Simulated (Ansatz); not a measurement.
**BN: Born charges and dielectric tensor with PBEsol**

BN:

```
N B
1.0
     0.00000    3.49532    2.16609
     1.25163    0.00000    2.16609
     1.25163    3.49532    0.00000
N B
1 1
Direct
  0.66665 0.66665 0.33335
  0.00005 0.00005 0.99995
```

Measurements of this composition are mostly on another form, of space group No. 194.

```
Program             : Ansatz 0.2.0
Task                : Born charges and dielectric tensor
Functional          : PBEsol
Potentials or basis : Ansatz PAW
Cutoff              : 420 eV (not typed: the program's choice for these potentials)
k mesh              : 13 × 13 × 13
Occupations         : fixed
Spin                : no spin polarisation
```

```json
{
  "Band gap on the k mesh": "3.80 eV, indirect (least direct gap 4.60 eV)",
  "Electronic dielectric tensor (diagonal)": "4.64, 2.49, 4.66",
  "Born charges (mean of the diagonal)": "N -2.01; B +2.01 e"
}
```

Levels at points of the mesh, in eV from the valence-band top:
| k point | band 1 | band 2 | band 3 | band 4 | band 5 | band 6 | band 7 | band 8 |
| --- | --- | --- | --- | --- | --- | --- | --- | --- |
| (0.00, 0.00, 0.00) | -17.83 | -4.51 | -1.40 | -1.39 | 4.67 | 11.49 | 11.55 | 12.93 |

Electronic dielectric tensor:
```
4.64 0.00 0.00
0.00 2.49 0.00
0.00 0.00 4.66
```

Born effective charge tensors (e):
atom 1, N
```
-2.71  0.00  0.00
 0.00 -0.62  0.00
 0.00  0.00 -2.70
```
atom 2, B
```
2.71 0.00 0.00
0.00 0.62 0.00
0.00 0.00 2.70
```

Run time: 39 s on 2 threads of Arm Neoverse V2, with other jobs on the host, peak memory 0.68 GiB.

Caveat: odd divisions of the mesh miss points on the zone boundary, where band edges often lie, so the gap on the mesh can be too wide. A k mesh can miss the band edges.
